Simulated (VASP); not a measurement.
Crystal: P.

```
P
1.0
     1.72573    0.99635    3.12968
    -1.72573    0.99635    3.12968
     0.00000   -1.99270    3.12968
P
2
Direct
  0.22708 0.22708 0.22708
  0.77292 0.77292 0.77292
```

This isn't the form of P at room conditions, which is orthorhombic.

- Program: VASP 6.6.1
- Task: relaxation of cell and atoms
- Functional: PBE
- Potentials or basis: VASP PAW PBE potentials, release 64 (P)
- Cutoff: 600 eV
- k mesh: 15 × 15 × 13
- Occupations: methfessel-paxton, width 0.1 eV
- Spin: no spin polarisation

At the start: pressure 1.4 GPa; volume 16.14 Å³/atom.

**Question.** How do energy, volume and symmetry change on relaxing?

**Answer.** Over 11 steps the energy falls by 2.8 meV/atom and the volume is 16.09 Å³/atom (-0.3 %); space group R-3m (No. 166, to 0.05 Å).

The path:
| step | energy change (eV) | largest force (eV/Å) | pressure (GPa) | volume (Å³) |
| --- | --- | --- | --- | --- |
| 1 | 0.0000 | 0.2522 | 1.42 | 32.29 |
| 2 | -0.0023 | 0.1010 | -1.27 | 32.96 |
| 3 | -0.0038 | 0.0337 | -0.26 | 32.70 |
| 4 | -0.0042 | 0.0250 | -0.21 | 32.61 |
| 5 | -0.0051 | 0.0031 | 0.00 | 32.34 |
| 6 | -0.0044 | 0.0588 | 0.55 | 31.80 |
| 7 | -0.0052 | 0.0195 | 0.15 | 32.18 |
| 8 | -0.0055 | 0.0230 | -0.07 | 32.20 |
| 9 | -0.0055 | 0.0234 | -0.09 | 32.20 |
| 10 | -0.0055 | 0.0273 | 0.21 | 32.13 |
| 11 | -0.0056 | 0.0038 | 0.03 | 32.18 |

Final structure:
```
P
1.0
     1.73847    1.00371    3.07341
    -1.73847    1.00371    3.07341
     0.00000   -2.00742    3.07341
P
2
Direct
  0.22906 0.22906 0.22906
  0.77094 0.77094 0.77094
```
